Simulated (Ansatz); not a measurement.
**Barrier of one jump, Si in Si**

Method: DFT PBE, scalar-relativistic, plane waves, PAW (Ansatz). Settings: 420 eV cutoff, 2×2×2 k-mesh, shifted by half a step, Gaussian smearing of 0.02 eV, no spin polarisation.

Host crystal, relaxed:

```yaml
crystal:
  lattice:
    - [0.00000, 2.73505, 2.73505]
    - [2.73505, 0.00000, 2.73505]
    - [2.73505, 2.73505, 0.00000]
  atoms:
    - { symbol: Si, position: [0.75000, 0.75000, 0.75000] }
    - { symbol: Si, position: [0.50000, 0.50000, 0.50000] }
```

In a supercell of 32 host sites with charge -2, Si trades places with a neighbouring Si vacancy, moving 1.83 Å between the relaxed ends. Climbing-image nudged elastic band at fixed cell with images 0 (start) to 2 (end), the path measured over all atoms, converged to 0.05 eV/Å; the order of the saddle wasn't checked, and the small cell leaves errors of about a tenth of an eV.

Supercell rows in host cell vectors: -1 -1 3; -1 -1 -1; 3 -1 -1. Si was set at (0.750, 0.750, 0.750) of the host cell.

At the relaxed start Si has 3 Si at 2.40 Å.

Question: What barrier does the band give, and what surrounds the atom at the top?

Answer: 0.08 eV at image 1, where Si has 6 Si at 2.71 Å.

Cost: 1 run of about 6.9 core-minutes, on Arm Neoverse N1 (shared hosts).